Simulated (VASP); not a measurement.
Runs of VASP 6.6.1 on GaP. It takes space group F-43m (No. 216, cubic). The conventional cell has a = 5.451 Å, b = 5.451 Å, c = 5.451 Å, α = 90.00°, β = 90.00°, γ = 90.00°. Around Ga (site symmetry -43m) lie 4 P at 2.36 Å. Around P (site symmetry -43m) lie 4 Ga at 2.36 Å. 

```csv
task,level,spin,cell,k mesh,cutoff (eV),gap on the mesh (eV),pressure (GPa)
relaxation of cell and atoms,PBE,off,relaxed,8 × 8 × 8,600,(b),0.1
band structure,TB-mBJ,off,"F-43m, 20.09 Å³/atom",8 × 8 × 8,520,2.41,-
band structure,r2SCAN,off,"F-43m, 20.09 Å³/atom",8 × 8 × 8,520,(a),0.7
single point,PBE,off,"F-43m, 20.24 Å³/atom",6 × 6 × 6,520,1.65,2.5
```

Alike in all rows: potentials or basis VASP PAW PBE potentials, release 64 (Ga_d, P); smearing gaussian 0.03 eV.

Q: Estimate the missing entries.

A: (a) 1.89; (b) 1.58.

Caveats: the PAW data sets were made with another functional, which shifts forces and pressure a little (some runs).

A k mesh can miss the band edges, and the runs leave out spin-orbit coupling on Ga.
